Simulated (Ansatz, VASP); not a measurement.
## Two plane-wave programs on Si

```xyz
4
Lattice="3.8685 0.0000 0.0000 0.0000 5.4709 0.0000 0.0000 0.0000 17.9343" Properties=species:S:1:pos:R:3 pbc="T T T"
Si    0.0000    2.0054    8.1040
Si    1.9343    0.7300    8.1040
Si    1.9343    4.7409    9.8303
Si    0.0000    3.4655    9.8303
```

Alike in both runs: functional PBE; k mesh 8 × 6 × 1; occupations fermi-dirac, width 0.02 eV; no spin polarisation.

Ansatz relaxed the structure, and its values are those at the end. VASP's run is a single point on that final structure, the one shown.

|  | VASP | Ansatz |
| --- | --- | --- |
| version | VASP 6.6.1 | Ansatz 0.2.0 |
| potentials or method | VASP PAW PBE potentials, release 64 (Si) | PAW with Ansatz's default frozen-core files, scalar-relativistic |
| plane-wave cutoff (eV) | 520 | 420 |
| valence electrons in the cell | 16 | 16 |

|  | VASP | Ansatz | Ansatz less VASP |
| --- | --- | --- | --- |
| rms of the force components (eV/Å) | 0.004 | 0.002 | -0.0018 |

Ansatz warned: «stress_scf_threshold_loose».
